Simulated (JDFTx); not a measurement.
Runs of JDFTx 1.7.0 (patched build) on MoS2. Symmetry: R3m, No. 160, trigonal system. Conventional cell: a = 3.160 Å, b = 3.160 Å, c = 18.450 Å, α = 90.00°, β = 90.00°, γ = 120.00°. Around Mo (site symmetry 3m) lie 6 S at 2.39 Å. S (site symmetry 3m) has 3 Mo at 2.39 Å as nearest neighbours. Around S (site symmetry 3m) lie 3 Mo at 2.39 Å. Measurements of this composition are mostly on another form, of space group No. 194.

```csv
task,level,potentials or basis,U,k mesh,smearing,DOS broadening,SCF threshold on the energy,gap on the mesh (eV),pressure (GPa),largest force (eV/Å)
density of states,PBE+U,PseudoDojo-SR-PBE-0.5-standard with smoothed tails,Mo d U = 3 eV,6 × 6 × 6,fermi-dirac 0.05 eV,0.003 Ha,1e-08 Ha,0.95,(a),0.19
density of states,PBE+U,PseudoDojo-SR-PBE-0.5-standard with smoothed tails,Mo d U = 4 eV,6 × 6 × 6,fermi-dirac 0.05 eV,0.002 Ha,1e-08 Ha,0.96,0.7,(b)
density of states,PBE+U,PseudoDojo-SR-PBE-0.5-standard with smoothed tails,Mo d U = 1 eV,6 × 6 × 6,fermi-dirac 0.05 eV,0.003 Ha,1e-08 Ha,0.94,4.3,0.42
density of states,PBE+U,PseudoDojo-SR-PBE-0.5-standard with smoothed tails,Mo d U = 2 eV,6 × 6 × 6,fermi-dirac 0.05 eV,0.003 Ha,1e-08 Ha,0.95,3.1,0.31
single point,PBE+U,SPMS-PBE-1.0 with smoothed tails,Mo d U = 3.5 eV,5 × 5 × 5,fermi-dirac 0.05 eV,-,1e-09 Ha,(d),1.3,0.13
single point,PBEsol+D3+U,PseudoDojo-SR-LDA-0.4.1-stringent with smoothed tails,Mo d U = 6 eV,5 × 5 × 5,fermi-dirac 0.1 eV,-,1e-09 Ha,1.11,-9.7,0.65
density of states,PBE,PseudoDojo-SR-PBE-0.5-standard with smoothed tails,-,6 × 6 × 6,fermi-dirac 0.05 eV,0.002 Ha,1e-08 Ha,0.93,(c),0.54
density of states,PBE+U,PseudoDojo-SR-PBE-0.5-standard with smoothed tails,Mo d U = 8 eV,6 × 6 × 6,fermi-dirac 0.05 eV,0.002 Ha,1e-08 Ha,0.97,-4.4,0.53
```

Alike in all rows: no spin polarisation; cell as given; cutoff (eV) 1088; the mesh is coarse, so values aren't converged.

Q: Estimate the missing entries.

A: (a) 1.9; (b) 0.08; (c) 5.4; (d) 1.09.

Caveats: some runs use coarse meshes; the empty levels aren't tightly converged (some runs); an odd mesh through Γ misses points on the zone boundary, where band edges often lie (some runs); the potentials were made for another functional, which shifts forces and pressure (some runs).

A k mesh can miss the band edges, and the runs leave out spin-orbit coupling on Mo.
